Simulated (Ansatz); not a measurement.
Rocksalt SrO, relaxed with r2SCAN in Ansatz. It is cubic, Fm-3m (No. 225); conventional cell a = 5.160 Å, 17.17 Å³ an atom. Sr is surrounded by 6 O at 2.58 Å; O is surrounded by 6 Sr at 2.58 Å.

The axes x, y and z are those of this cell:
```xyz
2
Lattice="0.0000 2.5799 2.5799 2.5799 0.0000 2.5799 2.5799 2.5799 0.0000" Properties=species:S:1:pos:R:3 pbc="T T T"
Sr    0.0000    0.0000    0.0000
O     2.5799    2.5799    2.5799
```

Unstrained: With PBE the valence top lies at Γ and the conduction bottom at X, 3.318 eV higher; the smallest vertical gap, at X, is 3.403 eV. r2SCAN gives an indirect gap of 3.799 eV, from Γ to X; the least direct gap is 3.880 eV at X. With HSE06 the valence top lies at Γ and the conduction bottom at X, 4.794 eV higher; the smallest vertical gap, at X, is 4.890 eV. Meshes: PBE 8×8×8, r2SCAN 8×8×8, HSE06 6×6×6. Strains are changes of length per length, and xy shears are angles. After each strain the atoms were relaxed again with r2SCAN within the symmetry that the strain leaves, so tilts or polar shifts that break it weren't tested; points keep the names that they have in the unstrained zone. (Simulation; spin polarisation is off.)

(1) Estimate what xy shear, engineering strain (angle) +2.06 % does to the gap.

(2) One strain changed the r2SCAN stress by xx +14.93, yy +14.93, zz +14.93 GPa (compression positive) and the gap by -0.109 eV (PBE), -0.109 eV (r2SCAN), -0.075 eV (HSE06). Which kind of strain was it, and roughly how large?

(3) Estimate what uniaxial +3.29 % along z, other directions held does to the gap.

Results:

(1) PBE: the gap goes from 3.318 to 3.293 eV (-0.025 eV); with r2SCAN the top three valence levels at Γ, degenerate before, become 1+1+1 from the top over 45 meV. r2SCAN: the gap goes from 3.799 to 3.774 eV (-0.025 eV). HSE06: the gap goes from 4.794 to 4.769 eV (-0.025 eV). The r2SCAN energy rises by 1.3 meV an atom.

(2) Isotropic -3.97 % on every length. The pattern of the stress gives the kind; the size needs the stiffness, so it is an estimate.

(3) PBE: the gap goes from 3.318 to 3.267 eV (-0.051 eV); with r2SCAN the top three valence levels at Γ, degenerate before, become 2+1 from the top over 90 meV. r2SCAN: the gap goes from 3.799 to 3.743 eV (-0.056 eV). HSE06: the gap goes from 4.794 to 4.739 eV (-0.055 eV). The r2SCAN energy rises by 9.2 meV an atom.

The meshes of the hybrids are coarse, so their gaps aren't converged to the digits shown.

The splittings at Γ are without spin-orbit coupling, which regroups them where it is of like size or larger.
